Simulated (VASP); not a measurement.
Input of a VASP 6.6.1 run:

Contents of INCAR:

```
SYSTEM = Cu
ALGO = Fast
EDIFF = 1E-7
ENCUT = 520
GGA = PE
ISIF = 2
ISMEAR = 0
LASPH = .TRUE.
LCHARG = .FALSE.
LREAL = .FALSE.
LWAVE = .FALSE.
NELM = 60
PREC = Accurate
SIGMA = 0.1
```

Contents of KPOINTS:

```
k-points
0
G
  8 8 8
  0 0 0
```

Contents of POSCAR:

```
Cu
1.0
    0.0000000000      1.8075000000      1.8075000000
    1.8075000000      0.0000000000      1.8075000000
    1.8075000000      1.8075000000      0.0000000000
Cu
1
Direct
    0.0000000000      0.0000000000      0.0000000000
```

Potentials or basis: VASP PAW PBE potentials, release 64 (Cu).

The run is started by

```bash
$ cat potpaw_PBE.64/Cu/POTCAR > POTCAR
$ mpirun -np 1 vasp_std > vasp.out
```

Task: Estimate the pressure.

Result: 3.3 GPa.

Task: Predict the band gap on the k mesh.

Result: None (metal or under the smearing width).

Caveat: the k mesh is coarse (spacing up to 0.38 Å⁻¹), so the values aren't converged.
